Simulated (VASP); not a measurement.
Wanted: the native input for a VASP 6.6.1 run.

```
Task                   : single point
Functional             : PBE
Potentials or basis    : VASP PAW PBE potentials, release 64 (Ca_sv, S)
Cutoff                 : 520 eV
k mesh                 : 8 × 8 × 8
Occupations            : gaussian, width 0.01 eV
Spin                   : no spin polarisation
Dipole correction      : no
Further INCAR settings : ALGO = Normal; EDIFF = 1e-06; NBANDS = 15
```

The structure of CaS (Oldhamite) lies in POSCAR:

```
CaS
1.0
    0.0000000000      2.8560320320      2.8560320320
    2.8560320320      0.0000000000      2.8560320320
    2.8560320320      2.8560320320      0.0000000000
Ca S
1 1
Direct
    0.0000000000      0.0000000000      0.0000000000
    0.5000000000      0.5000000000      0.5000000000
```

The cell isn't the ideal one: cell and atoms relaxed tightly for response.

One way to write it, as run:

INCAR

```
SYSTEM = CaS
PREC     = Accurate       ! precision mode
ENCUT    = 520            ! plane-wave cutoff, eV
EDIFF    = 1E-6           ! SCF threshold, eV
ISMEAR   = 0              ! smearing method
SIGMA    = 0.01           ! smearing width, eV
LREAL    = .FALSE.        ! projectors in reciprocal space
LASPH    = .TRUE.         ! aspherical terms in the spheres
NELM     = 80             ! most SCF steps
ALGO     = Normal         ! electronic algorithm
ISIF     = 2              ! what is computed and relaxed
LWAVE    = .FALSE.        ! write WAVECAR
LCHARG   = .FALSE.        ! write CHGCAR
GGA      = PE             ! functional
NBANDS   = 15             ! bands
```

KPOINTS

```
regular mesh
0
G
  8 8 8
  0 0 0
```

Potentials or basis: VASP PAW PBE potentials, release 64 (Ca_sv, S).

Command:

```bash
$ cat potpaw_PBE.64/Ca_sv/POTCAR potpaw_PBE.64/S/POTCAR > POTCAR
$ mpirun -np 1 vasp_std > vasp.out
```

Results of the run:

- Pressure: 0.1 GPa
- Band gap on the k mesh: 2.38 eV, indirect (least direct gap 3.18 eV)

Run time: 11 s on 1 thread of Intel(R) Xeon(R) Platinum 8559C (Emerald Rapids) (shared host), peak memory 0.16 GiB.
